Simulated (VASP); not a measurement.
Crystal: Sb2S3 (Stibnite).

```
CELL_PARAMETERS angstrom
11.31100 0.00000 0.00000
0.00000 3.83890 0.00000
0.00000 0.00000 11.22300
ATOMIC_POSITIONS crystal
Sb 0.47061 0.25000 0.32595
Sb 0.02939 0.75000 0.82595
Sb 0.97061 0.25000 0.17405
Sb 0.52939 0.75000 0.67405
Sb 0.35059 0.75000 0.03602
Sb 0.14941 0.25000 0.53602
Sb 0.85059 0.75000 0.46398
Sb 0.64941 0.25000 0.96398
S 0.29214 0.25000 0.19181
S 0.20786 0.75000 0.69181
S 0.79214 0.25000 0.30819
S 0.70786 0.75000 0.80819
S 0.54980 0.75000 0.12300
S 0.95020 0.25000 0.62300
S 0.04980 0.75000 0.37700
S 0.45020 0.25000 0.87700
S 0.37510 0.75000 0.43890
S 0.12490 0.25000 0.93890
S 0.87510 0.75000 0.06110
S 0.62490 0.25000 0.56110
```

| Quantity | Value |
| --- | --- |
| Program | VASP 6.6.1 |
| Task | relaxation of cell and atoms |
| Functional | LDA |
| Potentials or basis | VASP PAW LDA potentials, release 64 (Sb, S) |
| Cutoff | 600 eV |
| k mesh | 4 × 8 × 4 |
| Occupations | gaussian, width 0.03 eV |
| Spin | no spin polarisation |

At the start: pressure -1.8 GPa; volume 24.37 Å³/atom.

Task: How do energy, volume and symmetry change on relaxing?

Result: Over 20 steps the energy falls by 14.0 meV/atom and the volume is 22.69 Å³/atom (-6.9 %); space group Pnma (No. 62, to 0.05 Å).

Step by step:
| step | energy change (eV) | largest force (eV/Å) | pressure (GPa) | volume (Å³) |
| --- | --- | --- | --- | --- |
| 1 | 0.0000 | 0.1933 | -1.76 | 487.32 |
| 2 | -0.1044 | 0.4422 | 0.80 | 468.68 |
| 3 | -0.1079 | 0.4041 | 0.39 | 471.40 |
| 4 | -0.1850 | 0.2051 | 0.09 | 467.14 |
| 5 | -0.2020 | 0.2301 | -0.09 | 463.82 |
| 6 | -0.2411 | 0.1370 | -0.15 | 460.98 |
| 7 | -0.2506 | 0.1729 | -0.17 | 458.70 |
| 8 | -0.2676 | 0.0920 | 0.18 | 455.22 |
| 9 | -0.2682 | 0.0962 | 0.27 | 454.39 |
| 10 | -0.2719 | 0.0903 | -0.28 | 456.44 |
| 11 | -0.2725 | 0.0741 | -0.14 | 455.87 |
| 12 | -0.2763 | 0.0461 | -0.05 | 455.18 |
| 13 | -0.2772 | 0.0541 | 0.02 | 454.63 |
| 14 | -0.2786 | 0.0262 | -0.01 | 454.60 |
| 15 | -0.2791 | 0.0270 | -0.04 | 454.57 |
| 16 | -0.2793 | 0.0230 | 0.06 | 453.89 |
| 17 | -0.2793 | 0.0231 | 0.06 | 453.88 |
| 18 | -0.2796 | 0.0195 | 0.05 | 453.87 |
| 19 | -0.2798 | 0.0148 | 0.00 | 453.83 |
| 20 | -0.2800 | 0.0095 | 0.00 | 453.83 |

Final structure:
```
Sb S
1.0
    11.03604    0.00000    0.00000
     0.00000    3.80948    0.00000
     0.00000    0.00000   10.79472
Sb S
8 12
Direct
  0.47925 0.25000 0.32543
  0.02075 0.75000 0.82543
  0.97925 0.25000 0.17457
  0.52075 0.75000 0.67457
  0.34341 0.75000 0.03215
  0.15659 0.25000 0.53215
  0.84341 0.75000 0.46785
  0.65659 0.25000 0.96785
  0.28720 0.25000 0.19313
  0.21280 0.75000 0.69313
  0.78720 0.25000 0.30687
  0.71280 0.75000 0.80687
  0.54971 0.75000 0.12727
  0.95029 0.25000 0.62727
  0.04971 0.75000 0.37273
  0.45029 0.25000 0.87273
  0.37396 0.75000 0.44201
  0.12604 0.25000 0.94201
  0.87396 0.75000 0.05799
  0.62604 0.25000 0.55799
```
